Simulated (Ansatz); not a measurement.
SiC: random displacements

The calculation used Ansatz, DFT r2SCAN, scalar-relativistic, plane waves, PAW. Cutoff 500 eV, Γ-centred 6×6×6 k-points, Gaussian smearing of 0.05 eV. No spin polarisation. Energies are free energies at this smearing, counted from the undisturbed cell; pressure is positive in compression.

Zero of the scan (as given, not relaxed at this level):

```yaml
crystal:
  lattice:
    - [4.34800, 0.00000, 0.00000]
    - [0.00000, -4.34800, 0.00000]
    - [0.00000, 0.00000, -4.34800]
  atoms:
    - { symbol: Si, position: [0.00000, 0.50000, 0.50000] }
    - { symbol: Si, position: [0.50000, 0.00000, 0.50000] }
    - { symbol: Si, position: [0.50000, 0.50000, 0.00000] }
    - { symbol: Si, position: [0.00000, 0.00000, 0.00000] }
    - { symbol: C, position: [0.75000, 0.75000, 0.75000] }
    - { symbol: C, position: [0.25000, 0.25000, 0.75000] }
    - { symbol: C, position: [0.25000, 0.75000, 0.25000] }
    - { symbol: C, position: [0.75000, 0.25000, 0.25000] }
```

The atoms are displaced (Å, in the unstrained cell):

```csv
atom,ux,uy,uz
Si1,-0.077,0.057,-0.115
Si2,-0.051,0.000,0.013
Si3,0.101,0.189,-0.078
Si4,0.106,-0.054,0.013
C5,-0.006,-0.010,-0.018
C6,0.011,-0.033,0.109
C7,-0.039,-0.089,0.052
C8,-0.045,-0.061,0.026
```

Strain (Voigt, engineering shear): (0.0281, -0.0423, -0.0252, 0.0730, 0.0031, -0.0749).

What are the energy change, the stress and the forces?

ΔE = 555.9 meV/atom; stress (xx, yy, zz, yz, xz, xy; compression positive) (18.22, 30.63, 33.95, -36.76, -20.67, 39.09) GPa; gap on the mesh 0.44 eV.
| atom | Fx (eV/Å) | Fy | Fz |
| --- | --- | --- | --- |
| Si1 | -1.14 | -4.03 | 4.59 |
| Si2 | 0.57 | 1.34 | 1.17 |
| Si3 | -8.96 | -9.96 | 8.46 |
| Si4 | -4.24 | -0.63 | 2.29 |
| C5 | 0.02 | 0.31 | -1.07 |
| C6 | 2.26 | 1.50 | -3.87 |
| C7 | 3.13 | 4.50 | -3.54 |
| C8 | 8.36 | 6.97 | -8.03 |

Cost: 1 run of about 1.4 core-minutes, on Intel Xeon Processor @ 2.50GHz (Skylake/Cascade Lake) (shared hosts).